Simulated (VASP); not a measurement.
InSe:

```xyz
8
Lattice="4.0326 0.0000 0.0000 -2.0163 3.4923 0.0000 0.0000 0.0000 16.7579" Properties=species:S:1:pos:R:3 pbc="T T T"
In    0.0000    2.3282    2.7924
In    2.0163    1.1641   11.1713
In    0.0000    2.3282    5.5865
In    2.0163    1.1641   13.9655
Se    0.0000    2.3282    9.8826
Se    2.0163    1.1641    1.5036
Se    0.0000    2.3282   15.2543
Se    2.0163    1.1641    6.8753
```

Base run:

* Program: VASP 6.6.1
* Functional: PBE
* Potentials or basis: VASP PAW PBE potentials, release 64 (In_d, Se)
* Cutoff: 520 eV
* k mesh: 9 × 9 × 2
* Occupations: gaussian, width 0.03 eV
* Spin: no spin polarisation

Its results: band gap on the k mesh 0.35 eV, direct; pressure 1.7 GPa; largest force 0.018 eV/Å.

The run is repeated on the same cell with these changes: functional from PBE to LDA; potentials or basis from VASP PAW PBE potentials, release 64 (In_d, Se) to VASP PAW LDA potentials, release 64 (In_d, Se). What comes out?

Band gap on the k mesh 0.16 eV, direct; pressure -2.3 GPa; largest force 0.299 eV/Å.

Caveats: spin-orbit coupling is left out, which moves the levels of the heavy elements; this functional lacks dispersion, which binds the layers, so the pressure and a relaxed spacing across them are unreliable (some runs).
